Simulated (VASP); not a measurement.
Runs of VASP 6.6.1 on CsBr. The structure is cubic, space group Pm-3m (No. 221). The conventional cell has a = 4.320 Å, b = 4.320 Å, c = 4.320 Å, α = 90.00°, β = 90.00°, γ = 90.00°. Cs (site symmetry m-3m) is surrounded by 8 Br at 3.74 Å. Br (site symmetry m-3m) has 8 Cs at 3.74 Å as nearest neighbours. 

| level | smearing | exchange at q = 0 | grid for exact exchange (PRECFOCK) | share of exact exchange | screening parameter | gap on the mesh (eV) | pressure (GPa) |
| --- | --- | --- | --- | --- | --- | --- | --- |
| PBE | gaussian 0.01 eV | - | - | - | - | (a) | 0.7 |
| PBE-based screened hybrid | gaussian 0.01 eV | truncated | Normal | 0.5 | 0.2078 | 6.81 | (b) |
| PBE | methfessel-paxton 0.2 eV | - | - | - | - | 4.43 | 0.7 |
| HSE06 | gaussian 0.01 eV | truncated | Normal | - | 0.2079 1/A | 5.60 | 0.4 |

Alike in all rows: task single point; potentials or basis VASP PAW PBE potentials, release 64 (Cs_sv, Br); no spin polarisation; cell as given; k mesh 4 × 4 × 4; cutoff (eV) 520.

Task: Fill in the values left out.

Result: (a) 4.42; (b) 0.0.

Caveats: spin-orbit coupling is left out, which moves the levels of the heavy elements; the PAW data sets were made with another functional, which shifts forces and pressure a little (some runs).

A k mesh can miss the band edges, and the runs leave out spin-orbit coupling on Br, Cs.
